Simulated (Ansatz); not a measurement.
# Fe3Ge: single point with PBEsol

Fe3Ge:

```
CELL_PARAMETERS angstrom
3.66050 0.00000 0.00000
0.00000 3.66050 0.00000
0.00000 0.00000 3.66050
ATOMIC_POSITIONS crystal
Ge 0.00000 0.00000 0.00000
Fe 0.50000 0.00000 0.50000
Fe 0.50000 0.50000 0.00000
Fe 0.00000 0.50000 0.50000
```

The cell comes from a database or a generator and needn't be the stable form of this composition.

```json
{
 "Program": "Ansatz 0.2.0",
 "Task": "single point",
 "Functional": "PBEsol",
 "Potentials or basis": "Ansatz PAW",
 "Cutoff": "420 eV (not typed: the program's choice for these potentials)",
 "k mesh": "7 × 7 × 7",
 "Occupations": "fermi-dirac, width 0.05 eV",
 "Spin": "no spin polarisation"
}
```

The pressure is -24.7 GPa and the band gap on the k mesh is none (metal or under the smearing width).

Levels at points of the mesh, in eV from the Fermi level:
```tsv
k point	band 29	band 30	band 31	band 32	band 33	band 34
(0.00, 0.00, 0.00)	-0.48	-0.48	0.35	0.35	0.87	1.11
```

It took 2.5 s on 2 threads of Arm Neoverse N1, on a shared host, peak memory 0.33 GiB.

Caveat: the PAW data sets come from PBE, with cores solved anew for the run's functional, which leaves a small shift of forces and pressure. Spin polarisation is off, so any magnetic state and its effect on volume and gap are missing.
